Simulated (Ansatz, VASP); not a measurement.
ZnO in VASP and in Ansatz

INCAR

```
SYSTEM = ZnO
PREC = Accurate ; ENCUT = 520
EDIFF = 1E-6 ; ISMEAR = 0
SIGMA = 0.1 ; LREAL = .False.
LASPH = .True. ; NELM = 60
ALGO = Normal ; ISIF = 2
LWAVE = .False. ; LCHARG = .False.
GGA = PE ; NBANDS = 26
```

File KPOINTS:

```
Automatic mesh
0
Gamma
  6 6 4
  0 0 0
```

Contents of POSCAR:

```
ZnO
1.0
    3.2493987300      0.0000000000      0.0000000000
   -1.6246993700      2.8140618500      0.0000000000
    0.0000000000      0.0000000000      5.2038002000
Zn O
2 2
Direct
    0.3333333300      0.6666666700      0.0000000000
    0.6666666700      0.3333333300      0.5000000000
    0.3333333300      0.6666666700      0.3820999900
    0.6666666700      0.3333333300      0.8820999900
```

Input for Ansatz:

```yaml
crystal:
  lattice:
    - [3.24939873, 0.0, 0.0]
    - [-1.62469937, 2.81406185, 0.0]
    - [0.0, 0.0, 5.2038002]
  atoms:
    - { symbol: Zn, position: [0.33333333, 0.66666667, 0.0] }
    - { symbol: Zn, position: [0.66666667, 0.33333333, 0.5] }
    - { symbol: O, position: [0.33333333, 0.66666667, 0.38209999] }
    - { symbol: O, position: [0.66666667, 0.33333333, 0.88209999] }
basis:
  ecutwfc: 420
kpoints:
  mp_grid: { grid: [6, 6, 4] }
hamiltonian:
  xc: pbe
scf:
  occupations: { method: gaussian, width: 0.1 }
  lower_state_search: "off"
output:
  forces: true
  stress: true
  eigenvalues: true
```

Alike in both runs: task single point; functional PBE; k mesh 6 × 6 × 4; occupations gaussian, width 0.1 eV; no spin polarisation.

|  | VASP | Ansatz |
| --- | --- | --- |
| version | VASP 6.6.1 | Ansatz 0.2.0 |
| potentials or method | VASP PAW PBE potentials, release 64 (Zn, O) | scalar-relativistic, plane waves, PAW |
| plane-wave cutoff (eV) | 520 | 420 |
| valence electrons in the cell | 36 | 36 |

```tsv
	VASP	Ansatz	Ansatz less VASP
gap on the k mesh at the Fermi level (eV)	0.79	0.80	+0.014
least direct gap on the mesh (eV)	0.79	0.80	+0.014
pressure (GPa)	6.0	4.9	-1.09
largest component of the traceless stress (GPa)	0.16	0.19	+0.029
rms of the force components (eV/Å)	0.019	0.018	-0.0008
```

Atom by atom the forces differ by 0.001 eV/Å (rms over components).

As with any semilocal functional, this PBE gap is likely too small.
